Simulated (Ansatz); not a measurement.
A plane-wave DFT run in Ansatz 0.2.0 (scalar-relativistic PAW potentials unless the input names others): input and command.

```yaml
crystal:
  lattice:
    - [2.9785324901, 0.0, 0.0]
    - [-1.489266245, 2.5794848024, 0.0]
    - [0.0, 0.0, 6.0139962102]
  atoms:
    - { symbol: Ta, position: [0.0, 0.0, 0.0] }
    - { symbol: Ta, position: [0.0, 0.0, 0.5] }
    - { symbol: "N", position: [0.3333333333, 0.6666666667, 0.25] }
    - { symbol: "N", position: [0.6666666667, 0.3333333333, 0.75] }
basis:
  ecutwfc: 420
kpoints:
  mp_grid: { grid: [18, 18, 8] }
hamiltonian:
  xc: pbe
scf:
  max_iter: 75
output:
  forces: true
  eigenvalues: true
  stress: true
```

```bash
ansatz run input.yaml --threads 1 --pin off --max-ram 2560MiB --backend cpu --events-out ev --progress --plain --runs-dir out
```

Will this input run?

The program refuses it, because of no occupation method (scf.occupations: {"method": "gaussian", "width": 0.1} → not typed). With the sound run's settings it is accepted.

Abridged log:
```
Error: YAML parse error: `scf.occupations.method` is required: fixed only where the cell keeps a band gap throughout the run, explicit beside scf.occupations.values (under evaluate: without them), else a smearing such as fermi_dirac (scf.occupations.width is optional; its entry in the input reference gives the default)
```